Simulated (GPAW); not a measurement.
# Cu (P6_3/mmc) in GPAW: reference runs

Reference runs on Cu: the cell as given and a disturbed copy.

Everything below comes from runs of GPAW 26.7.0. Logs are shortened: lines on timing, memory, paths and dates and some standing lists are left out, and cuts for length are marked. The log counts tension as positive stress, the text compression.

### Step 1. The crystal as given

The structure is hexagonal, space group P6_3/mmc (No. 194). Conventional cell: a = 2.534 Å, b = 2.534 Å, c = 4.113 Å, α = 90.00°, β = 90.00°, γ = 120.00°. Cu (site symmetry -6m2) is surrounded by 12 Cu at 2.52 to 2.53 Å.

This isn't the form of Cu at room conditions, which is fcc.

### Step 2. Single point, PBEsol

run.py reads:

```python
from ase import Atoms
from ase.dft.bandgap import bandgap
from ase.io import write
from ase.units import Bohr, GPa
from gpaw import GPAW, PW, setup_paths
from gpaw.elf import elf_from_dft_calculation

setup_paths.insert(0, '.')

atoms = Atoms(['Cu', 'Cu'],
              cell=[[2.5340966698, 0.0, 0.0],
                    [-1.2670483349, 2.1945920917, 0.0],
                    [0.0, 0.0, 4.112571]],
              scaled_positions=[[0.6666666667, 0.3333333333, 0.75],
                                [0.3333333333, 0.6666666667, 0.25]],
              pbc=True)

calc = GPAW(mode=PW(600),
            xc='PBEsol',
            kpts={'size': (12, 12, 7), 'gamma': True},
            occupations={'name': 'fermi-dirac', 'width': 0.05},
            nbands=23,
            convergence={'density': 1e-05, 'energy': 1e-05},
            maxiter=150,
            txt='gpaw.txt')
atoms.calc = calc
energy = atoms.get_potential_energy()
forces = atoms.get_forces()
stress = atoms.get_stress()
calc.write('gs.gpw')
write('result.traj', atoms)
print(f'Energy: {energy:.6f} eV')
print('Forces (eV/A):')
print(forces.round(4))
print('Stress (GPa):', (stress / GPa).round(3))
print('Fermi level:', round(calc.get_fermi_level(), 4), 'eV')
print(f'Gap: {bandgap(calc)[0]:.4f} eV, direct: {bandgap(calc, direct=True)[0]:.4f} eV')

# fields on the real-space grid
write('density.cube', atoms, data=calc.get_pseudo_density() * Bohr**3)
write('potential.cube', atoms, data=calc.get_electrostatic_potential())
write('elf.cube', atoms, data=elf_from_dft_calculation(calc).data)
```

Potentials or basis: PAW data sets generated in the run's folder for this functional, pw.

Command:

```sh
> gpaw-setup -f PBEsol Cu
> OMP_NUM_THREADS=1 python run.py
```

gpaw.txt:

```text
__  _  _
 | _ |_)|_||  |
 |__||  | ||/\| - 26.7.0

Input parameters:
  mode=PW(ecut=600.0),
  convergence={'density': 1e-05, 'energy': 1e-05},
  kpts=MonkhorstPack(size=(12, 12, 7), gamma=True),
  maxiter=150,
  nbands=23,
  occupations=Occupations(name='fermi-dirac', width=0.05),
  xc=XC(name='PBEsol')

Diagonalizing LCAO Hamiltonian
Converting LCAO to pw mode

          Cu

        Cu

Atoms  # Å, Bohr magnetons
|   | symbol |         x |        y |        z |    initial magnetic moments |
|---|--------|-----------|----------|----------|-----------------------------|
| 0 |     Cu |  1.267048 | 0.731531 | 3.084428 | ( 0.0000,  0.0000,  0.0000) |
| 1 |     Cu | -0.000000 | 1.463061 | 1.028143 | ( 0.0000,  0.0000,  0.0000) |

Unit cell  # Å
| periodic |         x |        y |        z |  lengths |     angles |
|----------|-----------|----------|----------|----------|------------|
|      yes |  2.534097 | 0.000000 | 0.000000 | 2.534097 |  90.000000 |
|      yes | -1.267048 | 2.194592 | 0.000000 | 2.534097 |  90.000000 |
|      yes |  0.000000 | 0.000000 | 4.112571 | 4.112571 | 120.000000 |

Number of symmetries: 12
Symmetry operations  # r_c * U_cc + t_c -> r_c
|    | kind |            matrix            |
|----|------|------------------------------|
|  0 |  σ   |  1, 1, 0,  0,-1, 0,  0, 0, 1 |
|  1 |  S6  |  1, 1, 0, -1, 0, 0,  0, 0,-1 |
|  2 |  E   |  1, 0, 0,  0, 1, 0,  0, 0, 1 |
|  3 |  C2  |  1, 0, 0, -1,-1, 0,  0, 0,-1 |
|  4 |  C2  |  0, 1, 0,  1, 0, 0,  0, 0,-1 |
|  5 |  C3  |  0, 1, 0, -1,-1, 0,  0, 0, 1 |
|  6 |  S6  |  0,-1, 0,  1, 1, 0,  0, 0,-1 |
|  7 |  σ   |  0,-1, 0, -1, 0, 0,  0, 0, 1 |
|  8 |  σ   | -1, 0, 0,  1, 1, 0,  0, 0, 1 |
|  9 |  i   | -1, 0, 0,  0,-1, 0,  0, 0,-1 |
| 10 |  C3  | -1,-1, 0,  1, 0, 0,  0, 0, 1 |
| 11 |  C2  | -1,-1, 0,  0, 1, 0,  0, 0,-1 |

BZ-sampling:
  Number of BZ points: 1008
  Number of IBZ points: 112

  Monkhorst-Pack size: [12, 12, 7]
  Monkhorst-Pack shift: [0.041666666666666664, 0.041666666666666664, 0.0]

K-points  # in reciprocal-cell coordinates
|     |                                coordinates |     weight |
|-----|--------------------------------------------|------------|
|   0 | ( -0.00000000,  -0.00000000,   0.00000000) | 0.00099206 |
|   1 | ( -0.00000000,  -0.00000000,   0.14285714) | 0.00198413 |
|   2 | ( -0.00000000,  -0.00000000,   0.28571429) | 0.00198413 |
|   3 | ( -0.00000000,  -0.00000000,   0.42857143) | 0.00198413 |
|   4 | (  0.08333333,  -0.00000000,  -0.42857143) | 0.00595238 |
|   5 | (  0.08333333,  -0.00000000,  -0.28571429) | 0.00595238 |
|   6 | (  0.08333333,  -0.00000000,  -0.14285714) | 0.00595238 |
|   7 | (  0.08333333,  -0.00000000,   0.00000000) | 0.00595238 |
|   8 | (  0.08333333,  -0.00000000,   0.14285714) | 0.00595238 |
|   9 | (  0.08333333,  -0.00000000,   0.28571429) | 0.00595238 |
| ... |                                            |            |
| 111 | (  0.50000000,   0.50000000,   0.42857143) | 0.00595238 |

Plane wave coefficients: 774
Cutoff: 600.0 eV

Spin-components: 1 (collinear spins)
Bands:           23
Projectors:      12
Spin-degeneracy: 2
Datatype:        complex128

Parallelization:
  kpt:    1
  domain: 1
  band:   1

Density:
  Valence electrons: 22.0
  Components: 1
  Grid points: [15 15 24]
  Charge: 0.0  # |e|

Potential:
  Grid points: [15 15 24]

species:
  Cu:
    name:    Copper
    Z:       29.0
    valence: 11
    core:    18
    charge:  0.0  # [|e|]
    compensation charges:
      type: gauss
      rc: 0.33  # [Å]
      lmax: 2
    cutoffs:
      filter: 2.06  # [Å]
      core: 2.43  # [Å]
    projectors
    | kind |    occ | energy [eV] | rcut [Å] |
    |------|--------|-------------|----------|
    |   4s |  1.000 |      -4.607 |    1.164 |
    |   4p |  0.000 |      -0.637 |    1.164 |
    |   3d | 10.000 |      -5.060 |    1.058 |
    |    s |        |      22.604 |    1.164 |
    |    p |        |      26.574 |    1.164 |
    |    d |        |      22.151 |    1.058 |

    Using partial waves for Cu as LCAO basis

Reference energy: -89968.960980  # eV

eigensolver:
  PPCG
  Converge bands: occupied
  niter=2

density mixing:
  MSR1-Mixer
  Pratt-step length: 0.05
  Maximum mixing coefficient: 0.75
  Old densities: 10
  SVD Regularization: 0.005
  Good broyden scale: 1.0
  Trust region scale: 1.0
  Backstep threshold: 4.0
  History deletion threshold: 6.0
  Fourier metric: weight=20.0, sigma=0.015

occupation numbers:
  Fermi-Dirac:
    width: 0.0500  # eV

poisson solver:
  ecut: 4800.0  # eV

xc functional:
  name: PBEsol with 2 nearest neighbor stencil

convergence criteria:
[... 6 lines left out ...]
|iter     | |      energy | eigst |  dens |
|---------|-|-------------|-------|-------|
|iter:   1| |  -10.539447 | -0.23 |       |
|iter:   2| |   -9.727687 | -2.63 | -0.87 |
|iter:   3| |   -8.464379 | -1.66 | -0.97 |
|iter:   4| |   -8.444450 | -3.88 | -1.84 |
|iter:   5| |   -8.429561 | -3.46 | -1.96 |
|iter:   6| |   -8.429600 | -6.34 | -3.56 |
|iter:   7| |   -8.429604c| -6.07 | -3.63 |
|iter:   8| |   -8.429603c| -8.63c| -4.47 |
|iter:   9| |   -8.429603c| -8.02c| -5.08c|

Converged in 9 steps
Energy contributions relative to reference atoms: (reference = -89968.960980)

Energy contributions:
  Kinetic:         -26.684871
  Coulomb:          21.434498
  Zero:              0.118929
  External:          0.000000
  Xc:               -3.294202
  Entropy:          -0.007917
  Spinorbit:         0.000000
  ----------------------------
  Free energy:      -8.433562
  Extrapolated:     -8.429603

dipole moment: (-0.000000, -0.000001, -0.000001)  # |e|*Ang

Fermi level: 8.227
Eigenvalues  # (at kpt = [-0.000, -0.000, 0.000])
| band index |      eig [eV] | occ [0-2] |
|------------|---------------|-----------|
|          0 |        -1.377 |     2.000 |
|        ... |               |           |
|          4 |         5.221 |     2.000 |
|          5 |         5.446 |     2.000 |
|          6 |         5.446 |     2.000 |
|          7 |         5.720 |     2.000 |
|          8 |         5.720 |     2.000 |
|          9 |         6.525 |     2.000 |
[... 8 lines left out ...]
|         18 |        32.842 |     0.000 |
|         19 |        33.331 |     0.000 |
|        ... |               |           |
|         22 |        38.247 |     0.000 |

No gap
No difference between direct/indirect transitions

Forces  # eV/Ang
|       x |       y |        z |
|---------|---------|----------|
| 0.00000 | 0.00000 |  0.00000 |  # Cu   0
| 0.00000 | 0.00000 | -0.00000 |  # Cu   1

Stress tensor  # eV/Ang^3
|         x |         y |         z |
|-----------|-----------|-----------|
| -0.003033 |  0.000000 |  0.000000 |
|  0.000000 | -0.003033 |  0.000000 |
|  0.000000 |  0.000000 | -0.005493 |

# Writing to gs.gpw (mode='')
```

It took 45 s on 1 thread of Intel Xeon Platinum 8259CL at 2.50GHz (Skylake/Cascade Lake), shared host; peak memory 0.17 GiB.

Results:

- Free energy: -8.4336 eV
- Pressure: 0.6 GPa
- Band gap on the k mesh: none (metal or under the smearing width)

Stress tensor (GPa, compression positive):
```
0.49 0.00 0.00
0.00 0.49 0.00
0.00 0.00 0.88
```

Levels at points of the mesh, in eV from the Fermi level:
```
           k point  band 9  band 10  band 11  band 12  band 13  band 14
(0.00, 0.00, 0.00)   -2.51    -1.70    -1.70    -1.04     4.07    21.90
(0.50, 0.50, 0.00)   -1.55    -1.50     0.03     1.64     7.97     8.40
```

Caveat: with this Cu data set, volumes or pressures lay over 1.5 % or 2 GPa off other programs in two to four cells of ten.

### Step 3. Single point, PBEsol (atoms moved at random, drawn with an rms of 0.05 Å)

run.py, as its differences from that of step 2:

```diff
@@ -3,5 +3,4 @@
 from ase.io import write
-from ase.units import Bohr, GPa
+from ase.units import GPa
 from gpaw import GPAW, PW, setup_paths
-from gpaw.elf import elf_from_dft_calculation
 
@@ -13,4 +12,4 @@
                     [0.0, 0.0, 4.112571]],
-              scaled_positions=[[0.6666666667, 0.3333333333, 0.75],
-                                [0.3333333333, 0.6666666667, 0.25]],
+              scaled_positions=[[0.669715, 0.350339, 0.743926],
+                                [0.354591, 0.666897, 0.248665]],
               pbc=True)
@@ -37,6 +36 @@
 print(f'Gap: {bandgap(calc)[0]:.4f} eV, direct: {bandgap(calc, direct=True)[0]:.4f} eV')
-
-# fields on the real-space grid
-write('density.cube', atoms, data=calc.get_pseudo_density() * Bohr**3)
-write('potential.cube', atoms, data=calc.get_electrostatic_potential())
-write('elf.cube', atoms, data=elf_from_dft_calculation(calc).data)
```

Potentials or basis: PAW data sets generated in the run's folder for this functional, pw.

Command:

```sh
> gpaw-setup -f PBEsol Cu
> OMP_NUM_THREADS=1 python run.py
```

gpaw.txt:

```text
__  _  _
 | _ |_)|_||  |
 |__||  | ||/\| - 26.7.0

Input parameters:
  mode=PW(ecut=600.0),
  convergence={'density': 1e-05, 'energy': 1e-05},
  kpts=MonkhorstPack(size=(12, 12, 7), gamma=True),
  maxiter=150,
  nbands=23,
  occupations=Occupations(name='fermi-dirac', width=0.05),
  xc=XC(name='PBEsol')

Diagonalizing LCAO Hamiltonian
Converting LCAO to pw mode

          Cu

        Cu

Atoms  # Å, Bohr magnetons
|   | symbol |        x |        y |        z |    initial magnetic moments |
|---|--------|----------|----------|----------|-----------------------------|
| 0 |     Cu | 1.253226 | 0.768851 | 3.059448 | ( 0.0000,  0.0000,  0.0000) |
| 1 |     Cu | 0.053577 | 1.463567 | 1.022652 | ( 0.0000,  0.0000,  0.0000) |

Unit cell  # Å
| periodic |         x |        y |        z |  lengths |     angles |
|----------|-----------|----------|----------|----------|------------|
|      yes |  2.534097 | 0.000000 | 0.000000 | 2.534097 |  90.000000 |
|      yes | -1.267048 | 2.194592 | 0.000000 | 2.534097 |  90.000000 |
|      yes |  0.000000 | 0.000000 | 4.112571 | 4.112571 | 120.000000 |

Number of symmetries: 1
Symmetry operations  # r_c * U_cc + t_c -> r_c
|   | kind |            matrix            |
|---|------|------------------------------|
| 0 |  E   |  1, 0, 0,  0, 1, 0,  0, 0, 1 |

BZ-sampling:
  Number of BZ points: 1008
  Number of IBZ points: 506

  Monkhorst-Pack size: [12, 12, 7]
  Monkhorst-Pack shift: [0.041666666666666664, 0.041666666666666664, 0.0]

K-points  # in reciprocal-cell coordinates
|     |                                coordinates |     weight |
|-----|--------------------------------------------|------------|
[... 85 lines left out ...]
poisson solver:
  ecut: 4800.0  # eV

xc functional:
  name: PBEsol with 2 nearest neighbor stencil

convergence criteria:
[... 6 lines left out ...]
|iter     | |      energy | eigst |  dens |
|---------|-|-------------|-------|-------|
|iter:   1| |  -10.531853 | -0.23 |       |
|iter:   2| |   -9.721063 | -2.63 | -0.87 |
|iter:   3| |   -8.458473 | -1.66 | -0.97 |
|iter:   4| |   -8.438412 | -3.88 | -1.84 |
|iter:   5| |   -8.423462 | -3.46 | -1.96 |
|iter:   6| |   -8.423501 | -6.15 | -3.56 |
|iter:   7| |   -8.423509c| -6.36 | -3.63 |
|iter:   8| |   -8.423508c| -7.09 | -3.95 |
|iter:   9| |   -8.423507c| -7.66c| -4.14 |
|iter:  10| |   -8.423507c| -8.67c| -5.02c|

Converged in 10 steps
Energy contributions relative to reference atoms: (reference = -89968.960980)

Energy contributions:
  Kinetic:         -26.625070
  Coulomb:          21.386687
  Zero:              0.119082
  External:          0.000000
  Xc:               -3.300290
  Entropy:          -0.007832
  Spinorbit:         0.000000
  ----------------------------
  Free energy:      -8.427422
  Extrapolated:     -8.423507

dipole moment: (0.145397, 0.138816, -0.088253)  # |e|*Ang

Fermi level: 8.228
Eigenvalues  # (at kpt = [-0.000, -0.000, 0.000])
| band index |      eig [eV] | occ [0-2] |
|------------|---------------|-----------|
|          0 |        -1.377 |     2.000 |
|        ... |               |           |
|          4 |         5.240 |     2.000 |
|          5 |         5.418 |     2.000 |
|          6 |         5.481 |     2.000 |
|          7 |         5.637 |     2.000 |
|          8 |         5.809 |     2.000 |
|          9 |         6.446 |     2.000 |
[... 8 lines left out ...]
|         18 |        33.003 |     0.000 |
|         19 |        33.339 |     0.000 |
|        ... |               |           |
|         22 |        38.405 |     0.000 |

No gap
No difference between direct/indirect transitions

Forces  # eV/Ang
|        x |        y |        z |
|----------|----------|----------|
|  0.10875 | -0.06016 |  0.16097 |  # Cu   0
| -0.10875 |  0.06017 | -0.16097 |  # Cu   1

Stress tensor  # eV/Ang^3
|         x |         y |         z |
|-----------|-----------|-----------|
| -0.006043 |  0.005553 | -0.000703 |
|  0.005553 | -0.000020 |  0.000392 |
| -0.000703 |  0.000392 | -0.007725 |

# Writing to gs.gpw (mode='')
```

Wall time 2.9 min (1 thread of Intel Xeon Platinum 8259CL at 2.50GHz (Skylake/Cascade Lake), shared host); peak memory 0.34 GiB.

What came out:

```
Free energy            : -8.4274 eV
Pressure               : 0.7 GPa
Largest force          : 0.203 eV/Å
Band gap on the k mesh : none (metal or under the smearing width)
```

Forces on the atoms (eV/Å):
```
Cu   0.109 -0.060  0.161
Cu  -0.109  0.060 -0.161
```

Levels at points of the mesh, in eV from the Fermi level:
```csv
k point,band 8,band 9,band 10,band 11,band 12,band 13,band 14,band 15
"(0.00, 0.00, 0.00)",-2.59,-2.42,-1.78,-1.63,-1.04,4.07,21.72,22.23
"(0.00, 0.50, 0.00)",-1.60,-1.55,-1.51,-0.06,1.73,7.81,8.27,11.08
"(0.50, 0.00, 0.00)",-1.60,-1.55,-1.51,-0.06,1.74,7.80,8.26,11.09
"(0.50, 0.50, 0.00)",-1.63,-1.57,-1.49,0.20,1.46,8.29,8.73,10.68
```

Caveat: with this Cu data set, volumes or pressures lay over 1.5 % or 2 GPa off other programs in two to four cells of ten.
